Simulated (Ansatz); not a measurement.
Theory: DFT PBE, scalar-relativistic, plane waves, PAW in Ansatz. Cutoff 420 eV, Γ-centred 6×6×1 mesh (4-atom cell), Gaussian smearing of 0.02 eV, no spin polarisation.

Energies over the elements count from the elements' standard structures at the same level, with no fitted energy shifts.

Question: Find a candidate two-dimensional wide-gap insulator with formula NaI, with a gap near 3.8 eV, a formation energy near −1.13 eV/atom and about 5.9 Å² per atom, in a cell of 4 atoms.

Answer: NaI, layer group p-3m1 (No. 72). This is a two-dimensional sheet: the third axis spans vacuum and isn't periodic. Na at height 0.00 Å has 3 I at 3.01 Å; I at height 0.00 Å has 3 Na at 3.01 Å.

```xyz
4
Lattice="5.2091 0.0000 0.0000 -2.6045 4.5112 0.0000 0.0000 0.0000 36.3726" Properties=species:S:1:pos:R:3 pbc="T T F"
Na    0.0000    3.0074    7.6456
Na    2.6045    1.5037   13.3544
I     0.0000    0.0000    7.6505
I     0.0000    0.0000   13.3495
```

| Quantity | Value |
| --- | --- |
| Area per atom | 5.87 Å² |
| Thickness between the outermost nuclei | 5.71 Å |
| Energy over the elements | −1.127 eV/atom |
| Gap on the 6×6×1 mesh of the 4-atom cell | 3.82 eV |

It was reached by relaxing an invented guess, and it needn't be the stable form of this composition. Other answers may fit too; this one was computed.

Spin–orbit coupling, which can matter for I, is left out. Kohn–Sham gaps at this level usually fall short of measured ones. The missing spin–orbit coupling can work the other way here. The reference form of I is held partly by dispersion forces, which this level lacks. Symmetry constrained the relaxation, so the result can be a saddle point.
